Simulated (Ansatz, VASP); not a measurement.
## Sb in VASP and in Ansatz

```
CELL_PARAMETERS angstrom
-0.02305 2.30500 2.30500
2.30500 -0.02305 2.30500
2.28195 2.28195 0.00000
ATOMIC_POSITIONS crystal
Sb 0.00000 0.00000 0.00000
```

Change from the starting cell: xy shear strain of -2 %, PAW files.

Alike in both runs: task electric field gradients; functional PBE; k mesh 12 × 12 × 12; occupations fermi-dirac, width 0.05 eV; no spin polarisation.

```csv
,VASP,Ansatz
version,VASP 6.6.1,Ansatz 0.2.0
potentials or method,"VASP PAW PBE potentials, release 64 (Sb)","PAW with Ansatz's default frozen-core files, scalar-relativistic"
plane-wave cutoff (eV),520,420
valence electrons in the cell,5,15
```

```csv
,VASP,Ansatz,Ansatz less VASP
pressure (GPa),8.7,8.8,+0.13
largest component of the traceless stress (GPa),0.26,0.26,-0.001
Vzz of the field gradient on the site that differs most (V/Å²),5.2,6.0,+0.79
```

The functional is the same, so the differences come from potentials, cutoffs and numerics. The two sets of potentials don't hold the same shells in valence. Ansatz warned: «gradients_without_spin_orbit».

The runs have no spin-orbit coupling, so splittings on Sb are missing.
